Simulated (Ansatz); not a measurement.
Level of theory: DFT PBE, scalar-relativistic, plane waves, PAW (Ansatz 0.2.0). Settings: cutoff 420 eV, Γ-centred meshes spaced at most about 0.3 Å⁻¹, and about 0.25 Å⁻¹ or finer for metals (2π included), Gaussian smearing. No spin polarisation.

Temperature and zero-point effects are left out.

Two relaxed structures of BaZrO3:

A.

```cif
data_structure
_symmetry_space_group_name_H-M 'Immm'
_symmetry_Int_Tables_number 71
_cell_length_a 4.2368
_cell_length_b 4.8819
_cell_length_c 8.1902
_cell_angle_alpha 90.000
_cell_angle_beta 90.000
_cell_angle_gamma 90.000
_cell_volume 169.41
loop_
_atom_site_label
_atom_site_type_symbol
_atom_site_symmetry_multiplicity
_atom_site_Wyckoff_symbol
_atom_site_fract_x
_atom_site_fract_y
_atom_site_fract_z
_atom_site_occupancy
Ba1 Ba 2 b 0.50000 0.00000 0.00000 1
Zr1 Zr 2 d 0.00000 0.50000 0.00000 1
O1 O 4 i 0.50000 0.50000 0.66504 1
O2 O 2 c 0.50000 0.50000 0.00000 1
```

B.

```cif
data_structure
_symmetry_space_group_name_H-M 'P-6m2'
_symmetry_Int_Tables_number 187
_cell_length_a 4.1606
_cell_length_b 4.1606
_cell_length_c 7.8228
_cell_angle_alpha 90.000
_cell_angle_beta 90.000
_cell_angle_gamma 120.000
_cell_volume 117.27
loop_
_atom_site_label
_atom_site_type_symbol
_atom_site_symmetry_multiplicity
_atom_site_Wyckoff_symbol
_atom_site_fract_x
_atom_site_fract_y
_atom_site_fract_z
_atom_site_occupancy
Ba1 Ba 1 b 0.00000 0.00000 0.50000 1
Zr1 Zr 1 c 0.33333 0.66667 0.00000 1
O1 O 1 f 0.66667 0.33333 0.50000 1
O2 O 2 h 0.33333 0.66667 0.75782 1
```

Question: Which would you expect to be lower, and how large is the difference?

Answer: A is lower, by 144 meV/atom. A has space group Immm (No. 71), 16.9 Å³/atom and no gap on its mesh; B has space group P-6m2 (No. 187), 23.5 Å³/atom and no gap. Counting O atoms around Ba and Zr (those within 1.25 times the shortest such distance or 1.15 times the sum of covalent radii; a plus sign parts nearer from farther groups), A has Ba 6, Zr 2 and B has Ba 3+6, Zr 2. The denser one is the lower, and pressure would at first widen the difference. In A, around Ba lie 6 O at 2.44–2.51 Å, 4 Zr at 3.23 Å, 4 O at 3.67 Å and 2 Zr at 4.10 Å; Zr is surrounded by 2 O at 2.12 Å, 4 O at 2.79 Å, 4 Ba at 3.23 Å, 4 O at 3.47 Å and 2 Ba at 4.10 Å; O on a site of symmetry mm2 is surrounded by 2 Ba at 2.51 Å, 2 O at 2.70–2.74 Å and 2 Zr at 2.79 Å; 1 more site not described. In B, around Ba lie 3 O at 2.40 Å and 6 O at 3.14 Å; Zr has 2 O at 1.89 Å; O on a site of symmetry -6m2 is surrounded by 3 Ba at 2.40 Å and 6 O at 3.14 Å; 1 more site not described. Both come from invented guesses. The lowest form computed isn't among them: it has the cubic perovskite type, space group Pm-3m (No. 221), 15.1 Å³/atom, is reached from a cell as deposited in COD and lies 1.74 eV/atom below the best shown.

The zero gap of P-6m2 may come from the functional, which often closes small gaps. Cells relaxed within their symmetry can be saddle points. Some types were kept out of the candidates beforehand, so the set may lack a known form.
